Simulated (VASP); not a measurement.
Write the native input for VASP 6.6.1 that does the following.

| Property | Result |
| --- | --- |
| Task | single point |
| Functional | PBEsol |
| Potentials or basis | VASP PAW PBE potentials, release 64 (Mn_pv, O) |
| Cutoff | 520 eV |
| k mesh | 10 × 10 × 10 |
| Occupations | fermi-dirac, width 0.05 eV |
| Spin | collinear spin, ferromagnetic start |
| Starting moments | [4.0, 0.0] μB |
| Ladder | free |
| Further INCAR settings | ALGO = Normal; EDIFF = 1e-07; NBANDS = 20 |

The structure of MnO lies in POSCAR:

```
MnO
1.0
    0.0000000000      2.2239077028      2.2239077028
    2.2239077028      0.0000000000      2.2239077028
    2.2239077028      2.2239077028      0.0000000000
Mn O
1 1
Direct
    0.0000000000      0.0000000000      0.0000000000
    0.5000000000      0.5000000000      0.5000000000
```

The cell is a database's computed one.

These files were run (other wordings do the same):

INCAR

```
PREC = Accurate
ENCUT = 520
EDIFF = 1E-7
ISMEAR = -1
SIGMA = 0.05
LREAL = False
LASPH = True
NELM = 120
ALGO = Normal
ISIF = 2
LWAVE = False
LCHARG = False
ISPIN = 2
MAGMOM = 4 0
LORBIT = 11
LMAXMIX = 4
GGA = PS
NBANDS = 20
```

KPOINTS

```
Automatic mesh
0
Gamma
  10 10 10
```

Potentials or basis: VASP PAW PBE potentials, release 64 (Mn_pv, O).

Command:

```console
$ cat potpaw_PBE.64/Mn_pv/POTCAR potpaw_PBE.64/O/POTCAR > POTCAR
$ mpirun -np 1 vasp_std > vasp.out
```

Results of the run:

```json
{
  "Pressure": "-6.9 GPa",
  "Band gap on the k mesh": "none (metal or under the smearing width)",
  "Net moment": "4.77 μB per cell",
  "Site moments": "Mn +4.32; O +0.20 μB",
  "Valence electrons inside the program's atomic spheres": "Mn 11.36; O 4.95"
}
```

Caveat: the PAW data sets were made with another functional, which shifts forces and pressure a little; a cell with one magnetic atom can't hold antiferromagnetic order, which such compounds often take; semilocal functionals often make such compounds metallic where correlation or magnetic order opens a gap, which also shifts bond lengths.

Run time: 16 s on 1 thread of Intel(R) Xeon(R) 6975P-C (Granite Rapids), on a shared host, peak memory 0.16 GiB.
